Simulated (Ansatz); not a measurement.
## Every step of a relaxation of Br (A7 type)

DFT, PBE, PAW with Ansatz's default frozen-core files, scalar-relativistic (Ansatz 0.2.0); a Γ-centred 11×11×11 k mesh, Fermi–Dirac smearing of 0.08 eV, no spin polarisation. The run relaxes cell and atoms at a target pressure of 4.3 GPa.

Command: `ansatz run input.yaml --threads 1 --pin off --max-ram 3584MiB --backend cpu --events-out ev --progress --plain --runs-dir out` It took 33 s on 1 thread of Intel(R) Xeon(R) Platinum 8488C (Sapphire Rapids), on a shared host, peak memory 0.41 GiB.

PAW: frozen-core files, cutoff 420 eV; forces are relaxed below 0.005 eV/Å.

Each step lists its enthalpy F + pV a cell above the last geometry, the pressure, the cell vectors (Å), and Cartesian positions (Å) with forces (eV/Å).

The first step:

```
step 1  dH = 439.85 meV  P = 10.34 GPa
  cell 2.0263 -1.1699 3.5798  0.0000 2.3398 3.5798  -2.0263 -1.1699 3.5798
  Br 0.0000 0.0000 2.4915   0.0000 0.0000 1.8882
  Br 0.0000 0.0000 -2.4915   0.0000 0.0000 -1.8882
```

The symmetry of the start is kept and no stability test is made, so the end need not be the stable phase.

Problem. Where does the relaxation end, and by which steps?

Solution. After 7 geometries, with conventional a, b, c = 2.991, 2.991, 2.991 Å, at 26.767 Å³/atom (+5.14 % against the start) in space group Pm-3m, with a shortest distance of 2.991 Å. The further steps:
```
step 2  dH = 2.99 meV  P = 5.23 GPa
  cell 2.0645 -1.1920 3.5556  0.0000 2.3839 3.5556  -2.0645 -1.1920 3.5556
  Br 0.0000 0.0000 2.6683   0.0000 0.0000 -0.0180
  Br 0.0000 0.0000 -2.6683   0.0000 0.0000 0.0180
step 3  dH = 0.65 meV  P = 4.54 GPa
  cell 2.0735 -1.1971 3.5710  0.0000 2.3943 3.5710  -2.0735 -1.1971 3.5710
  Br 0.0000 0.0000 2.6748   0.0000 0.0000 0.0360
  Br 0.0000 0.0000 -2.6748   0.0000 0.0000 -0.0360
step 4  dH = 0.38 meV  P = 4.30 GPa
  cell 2.0760 -1.1986 3.5786  0.0000 2.3972 3.5786  -2.0760 -1.1986 3.5786
  Br 0.0000 0.0000 2.6842   0.0000 0.0000 -0.0019
  Br 0.0000 0.0000 -2.6842   0.0000 0.0000 0.0019
step 5  dH = 0.37 meV  P = 4.30 GPa
  cell 2.0768 -1.1991 3.5761  0.0000 2.3981 3.5761  -2.0768 -1.1991 3.5761
  Br 0.0000 0.0000 2.6819   0.0000 0.0000 0.0018
  Br 0.0000 0.0000 -2.6819   0.0000 0.0000 -0.0018
step 6  dH = 0.23 meV  P = 4.30 GPa
  cell 2.0848 -1.2036 3.5508  0.0000 2.4073 3.5508  -2.0848 -1.2036 3.5508
  Br 0.0000 0.0000 2.6631   0.0000 0.0000 0.0002
  Br 0.0000 0.0000 -2.6631   0.0000 0.0000 -0.0002
step 7  dH = 0.00 meV  P = 4.28 GPa
  cell 2.1164 -1.2219 3.4502  0.0000 2.4438 3.4502  -2.1164 -1.2219 3.4502
  Br 0.0000 0.0000 2.5877   0.0000 0.0000 -0.0002
  Br 0.0000 0.0000 -2.5877   0.0000 0.0000 0.0002
step 8  dH = -0.12 meV  P = 4.27 GPa  (same geometry on a basis chosen anew; earlier energies don't compare to the last digit)
  cell 2.1164 -1.2219 3.4502  0.0000 2.4438 3.4502  -2.1164 -1.2219 3.4502
  Br 0.0000 0.0000 2.5877   0.0000 0.0000 -0.0002
  Br 0.0000 0.0000 -2.5877   0.0000 0.0000 0.0002
```
